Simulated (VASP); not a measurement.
## Cu2O (Cuprite): optical spectrum with PBE

**What was measured.**

“Importance of surface oxygen vacancies for ultrafast hot carrier relaxation and transport in Cu2O”, 2021, arxiv:2103.03167 quotes, for a bulk crystal of Cu2O: band gap 2.17 eV (direct).

Cu2O (Cuprite):

```
Cu O
1.0
     4.23113    0.00000    0.00000
     0.00000    4.23113    0.00000
     0.00000    0.00000    4.23113
Cu O
4 2
Direct
  0.25000 0.25000 0.25000
  0.25000 0.75000 0.75000
  0.75000 0.75000 0.25000
  0.75000 0.25000 0.75000
  0.00000 0.00000 0.00000
  0.50000 0.50000 0.50000
```

```json
{
 "Program": "VASP 6.6.1",
 "Task": "optical spectrum",
 "Functional": "PBE",
 "Potentials or basis": "VASP PAW PBE potentials, release 64 (Cu, O)",
 "Cutoff": "520 eV",
 "k mesh": "6 × 6 × 6",
 "Occupations": "gaussian, width 0.03 eV",
 "Spin": "no spin polarisation",
 "Further INCAR settings": "ALGO = Fast; EDIFF = 1e-06; NBANDS = 76"
}
```

The pressure is 6.8 GPa. The band gap on the k mesh is 0.59 eV, direct.

Levels at points of the mesh, in eV from the valence-band top:
| k point | band 25 | band 26 | band 27 | band 28 | band 29 | band 30 | band 31 | band 32 |
| --- | --- | --- | --- | --- | --- | --- | --- | --- |
| (0.00, 0.00, 0.00) | -1.62 | 0.00 | 0.00 | 0.00 | 0.59 | 1.18 | 1.18 | 8.08 |
| (0.50, 0.00, 0.00) | -1.23 | -1.23 | -0.41 | -0.41 | 2.32 | 2.32 | 4.23 | 4.23 |
| (0.50, 0.50, 0.00) | -1.25 | -1.25 | -0.68 | -0.68 | 1.93 | 1.93 | 3.90 | 3.90 |
| (0.50, 0.50, 0.50) | -1.01 | -0.59 | -0.59 | -0.59 | 2.43 | 2.43 | 2.43 | 4.97 |

Dielectric function (mean over the directions given):
```csv
energy (eV),real part,imaginary part
0.28,10.27,0.09
0.91,12.16,0.92
1.61,13.02,5.10
2.25,11.80,6.25
2.95,10.68,14.35
3.65,2.09,12.66
4.28,-0.53,9.14
4.98,-2.30,4.80
5.69,0.45,4.20
6.32,-0.57,2.84
7.02,1.14,2.47
7.72,0.60,3.63
8.35,0.28,3.07
9.05,-0.13,1.82
9.76,0.48,2.45
10.39,0.06,1.65
11.09,0.48,1.87
11.79,0.26,1.93
12.42,0.13,1.16
13.13,0.62,1.22
13.83,0.40,1.31
14.46,0.45,1.04
15.16,0.60,1.12
15.86,0.46,1.05
16.49,0.47,1.11
17.20,0.49,0.99
17.90,0.52,1.14
18.53,0.52,1.05
19.23,0.24,0.82
19.93,0.43,0.82
```

It took 28 s on 2 MPI ranks on Intel(R) Xeon(R) 6975P-C (Granite Rapids), with other jobs on the host, peak memory 0.28 GiB a rank.

Against the measured gap of Cu2O, 2.17 eV (direct; quoted in “Importance of surface oxygen vacancies for ultrafast hot carrier relaxation and transport in Cu2O”, 2021, arxiv:2103.03167), the calculated 0.59 eV is off by -1.58 eV. So large a miss can be the level of theory's own, or it may mean another phase, state or a wrong row. The value is that of PBE on a finite k mesh, which can miss the band edges, without temperature or zero-point motion. Semilocal functionals fall short of measured gaps as a rule.

Caveat: spectra need much finer meshes, so this one isn't converged; independent-particle spectra lack excitons.
